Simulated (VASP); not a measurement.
## A VASP 6.6.1 single-point calculation on InAs

INCAR

```
NBANDS = 16
ISIF = 2
NSW = 0
NELECT = 19
GGA = PE
PREC = Accurate
NELM = 120
IVDW = 12
EDIFF = 1E-7
ALGO = Conjugate
LASPH = .TRUE.
LREAL = .FALSE.
IBRION = -1
LCHARG = .FALSE.
SIGMA = 0.02
ISMEAR = -1
LWAVE = .FALSE.
ENCUT = 520
```

KPOINTS

```
KPOINTS created by Atomic Simulation Environment
0
Gamma
8 8 8
0 0 0
```

POSCAR

```
In As
 1.0000000000000000
     0.0000000000000000    3.0545904682624379    3.0545904682624379
     3.0545904682624379    0.0000000000000000    3.0545904682624379
     3.0545904682624379    3.0545904682624379    0.0000000000000000
 In  As
   1   1
Cartesian
  0.0000000000000000  0.0000000000000000 -0.0000000000000000
  1.5272952341312187  1.5272952341312187  1.5272952341312187
```

The recommended PBE PAW datasets give the neutral cell 18 valence electrons.

Command

```
mpirun -np 1 vasp_std
```

OSZICAR

```
N       E                     dE             d eps       ncg     rms           ort
DAV:   1     0.123653895931E+03    0.12365E+03   -0.91409E+03   464   0.144E+03
DAV:   2     0.561827816181E+01   -0.11804E+03   -0.11419E+03   464   0.312E+02
DAV:   3    -0.196540829855E+01   -0.75837E+01   -0.75223E+01   464   0.762E+01
DAV:   4    -0.215656265461E+01   -0.19115E+00   -0.19107E+00   464   0.135E+01
DAV:   5    -0.216579309285E+01   -0.92304E-02   -0.92303E-02   464   0.258E+00
SDA:   6    -0.122751358490E+01    0.93828E+00   -0.92303E-02   464   0.188E+01   0.000E+00
CGA:   7    -0.168597477205E+01   -0.45846E+00   -0.45783E+00   464   0.515E+00   0.126E-01
CGA:   8    -0.177131052536E+01   -0.85336E-01   -0.85376E-01   464   0.770E-01   0.129E-02
CGA:   9    -0.180008980751E+01   -0.28779E-01   -0.28624E-01   464   0.221E-01   0.250E-03
CGA:  10    -0.180755349033E+01   -0.74637E-02   -0.75145E-02   464   0.270E-02  -0.313E-03
CGA:  11    -0.180842677373E+01   -0.87328E-03   -0.86874E-03   464   0.112E-02   0.474E-04
CGA:  12    -0.180867609326E+01   -0.24932E-03   -0.24881E-03   464   0.171E-03  -0.245E-04
CGA:  13    -0.180874357741E+01   -0.67484E-04   -0.66091E-04   464   0.366E-04   0.878E-05
CGA:  14    -0.180876028159E+01   -0.16704E-04   -0.16543E-04   464   0.129E-04   0.908E-06
CGA:  15    -0.180876646542E+01   -0.61838E-05   -0.61874E-05   464   0.554E-05  -0.205E-07
CGA:  16    -0.180876853747E+01   -0.20720E-05   -0.20061E-05   464   0.209E-05   0.925E-06
SDA:  17    -0.180876961396E+01   -0.10765E-05   -0.12489E-05   464   0.189E-05  -0.803E-06
SDA:  18    -0.180876975445E+01   -0.14049E-06   -0.24984E-06   464   0.317E-06   0.580E-06
SDA:  19    -0.180876983925E+01   -0.84793E-07   -0.87658E-07   464   0.781E-07   0.949E-07
   1 F= -.24334262E+01 E0= -.24321780E+01  d E =-.249630E-02
```

From OUTCAR

```
k-points           NKPTS =     29   k-points in BZ     NKDIM =     29   number of bands    NBANDS=     16

   NELECT =      19.0000    total number of electrons

   dimension x,y,z NGX =    32 NGY =   32 NGZ =   32
   dimension x,y,z NGXF=    64 NGYF=   64 NGZF=   64

  energy-cutoff  :      520.00
  volume of cell :       57.00
      direct lattice vectors                 reciprocal lattice vectors
     0.000000000  3.054590468  3.054590468    -0.163688064  0.163688064  0.163688064
     3.054590468  0.000000000  3.054590468     0.163688064 -0.163688064  0.163688064
     3.054590468  3.054590468  0.000000000     0.163688064  0.163688064 -0.163688064

 k-points in reciprocal lattice and weights: KPOINTS created by Atomic Simulation Env
   0.00000000  0.00000000  0.00000000       0.002
   0.12500000  0.00000000  0.00000000       0.016
   0.25000000  0.00000000  0.00000000       0.016
   0.37500000  0.00000000  0.00000000       0.016
   0.50000000  0.00000000  0.00000000       0.008
   0.12500000  0.12500000  0.00000000       0.012
   0.25000000  0.12500000  0.00000000       0.047
   0.37500000  0.12500000  0.00000000       0.047
   ...

 E-fermi :   6.0806

 k-point     1 :       0.0000    0.0000    0.0000
  band No.  band energies     occupation
      1     -10.0594      2.00000
      2     -10.0594      2.00000
      3     -10.0594      2.00000
      4      -9.9437      2.00000
      5      -9.9437      2.00000
      6      -7.6145      2.00000
      7       3.6185      2.00000
      8       4.0925      2.00000
      9       4.0925      2.00000
     10       4.0925      2.00000
     11       7.8016      0.00000
     12       7.8016      0.00000
     13       7.8016      0.00000
     14      10.8777      0.00000
     15      13.4839      0.00000
     16      13.4840      0.00000

 k-point     2 :       0.1250    0.0000    0.0000
  band No.  band energies     occupation
      1     -10.0784      2.00000
      2     -10.0539      2.00000
      3     -10.0539      2.00000
      4      -9.9439      2.00000
      5      -9.9439      2.00000
      6      -7.4570      2.00000
      7       2.1196      2.00000
      8       3.9000      2.00000
      9       3.9000      2.00000
     10       4.9988      2.00000
     11       7.8813      0.00000
     12       8.0821      0.00000
     13       8.0821      0.00000
     14      11.7638      0.00000
     15      12.4854      0.00000
     16      12.4854      0.00000

 k-point     3 :       0.2500    0.0000    0.0000
  band No.  band energies     occupation
      1     -10.1212      2.00000
      2     -10.0421      2.00000
      3     -10.0421      2.00000
      4      -9.9426      2.00000
      5      -9.9426      2.00000
      6      -7.0248      2.00000
      7       0.3598      2.00000
      8       3.5245      2.00000
      9       3.5245      2.00000
     10       5.0845      2.00000
     11       8.5286      0.00000
     12       8.5289      0.00000
     13       8.9112      0.00000
     14      11.7414      0.00000
     15      12.2482      0.00000
     16      12.2482      0.00000

 ...

  Total      11.24238    11.24238    11.24238    -0.00000     0.00000     0.00000
  in kB     315.99473   315.99473   315.99473    -0.00000     0.00000     0.00000
  external pressure =      315.99 kB  Pullay stress =        0.00 kB

 POSITION                                       TOTAL-FORCE (eV/Angst)
 -----------------------------------------------------------------------------------
      0.00000      0.00000      0.00000         0.000000      0.000000      0.000000
      1.52730      1.52730      1.52730        -0.000000     -0.000000     -0.000000
 -----------------------------------------------------------------------------------
    total drift:                               -0.000000     -0.000000      0.000000

  FREE ENERGIE OF THE ION-ELECTRON SYSTEM (eV)
  ---------------------------------------------------
  free  energy   TOTEN  =        -2.4334261884 eV

  energy  without entropy=       -2.4309298860  energy(sigma->0) =       -2.43217804
```

It converged. Results: pressure 31.6 GPa.

The cell is charged and sits in a uniform background.

For comparison, a separate PBE run of the intended cell, on usual settings and not on those above, gives a gap of 0.00 eV on its mesh and a pressure of 2.1 GPa.

The run above took about 34 s on one core of a shared host (Intel Xeon Platinum 8488C) and held 0.21 GiB at most.
